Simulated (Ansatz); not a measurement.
SiC: all-electron results

```
Si C
1.0
     0.00000    2.02967    2.02967
     2.02967    0.00000    2.02967
     2.02967    2.02967    0.00000
Si C
1 1
Direct
  0.00000 0.00000 0.00000
  0.50000 0.50000 0.50000
```

Atom numbers follow the list: Si1, C2.

The conventional cell has a = 4.059 Å, b = 4.059 Å, c = 4.059 Å, α = 90.00°, β = 90.00°, γ = 90.00°. Si (atom 1) is surrounded by 6 C at 2.03 Å. Around C (atom 2) lie 6 Si at 2.03 Å.

The cell was built from the rocksalt type and relaxed in the same program, and has space group Fm-3m; it needn't be a known or the stable phase.

Levels of theory: DFT, PBE, all-electron LAPW, scalar-relativistic (Ansatz 0.2.0); DFT, PBE, PAW with Ansatz's default frozen-core files, scalar-relativistic (Ansatz 0.2.0).

For LAPW: a Γ-centred 13×13×13 k mesh, Fermi–Dirac smearing of 0.05 eV, basis error target 0.25 meV/atom, no spin polarisation. PAW takes a cutoff of 420 eV at this cell. The Ansatz runs share mesh, smearing and spin set-up. Values come from LAPW unless marked.

- Pressure at this cell: 0.22 GPa
- Band gap: none: bands cross the Fermi level, a metal
- Density of states at the Fermi level (0.2 eV bin): 0.24 states/eV per cell
- Löwdin charges (with 0.11 e of the cell spilling out of the atomic basis, so their sizes and signs hang on that basis): Si1 1.13, C2 -1.02 e
- Bader charges (from the PAW run): Si1 +2.74, C2 -2.74 e
- Volume per atom: 56.4 bohr³
